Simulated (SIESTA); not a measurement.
Crystal: Pb.

```
Pb
1.0
     3.48000    0.00000    0.00000
    -1.74000    3.01377    0.00000
     0.00000    0.00000    5.59000
Pb
2
Direct
  0.66667 0.33333 0.75000
  0.33333 0.66667 0.25000
```

This isn't the form of Pb at room conditions, which is fcc.

| Quantity | Value |
| --- | --- |
| Program | SIESTA 5.4.2 |
| Task | single point |
| Functional | PBE |
| Potentials or basis | PseudoDojo 0.4 standard (PBE files) |
| Basis | DZP (energy shift 0.003 Ry; two zetas on semicore shells) |
| Grid cutoff | 500 Ry |
| Energy shift | 0.003 Ry |
| k mesh | 9 × 9 × 5 |
| Occupations | fermi-dirac, width 0.05 eV |
| Spin | no spin polarisation |

On this cell: pressure 4.7 GPa; largest force under 0.003 eV/Å; band gap on the k mesh none (metal or under the smearing width).

The same run follows on a disturbed copy (atoms moved at random, drawn with an rms of 0.05 Å):

```
Pb
1.0
     3.48000    0.00000    0.00000
    -1.74000    3.01377    0.00000
     0.00000    0.00000    5.59000
Pb
2
Direct
  0.67832 0.35185 0.74640
  0.34252 0.68720 0.25624
```

Question: What changes?

Answer: The energy (extrapolated to zero smearing) moves by +1.4 meV/atom; pressure 4.8 GPa; largest force 0.107 eV/Å; band gap on the k mesh none (metal or under the smearing width).

Forces in eV/Å, atoms in the order of the input:
```
Pb  -0.001  0.001  0.107
Pb   0.001 -0.001 -0.107
```

Stress tensor (GPa, compression positive):
```
3.37 0.01 0.00
0.01 3.39 0.00
0.00 0.00 7.56
```

Caveats: the basis of atomic orbitals isn't converged, which shifts pressures, moduli and gaps.
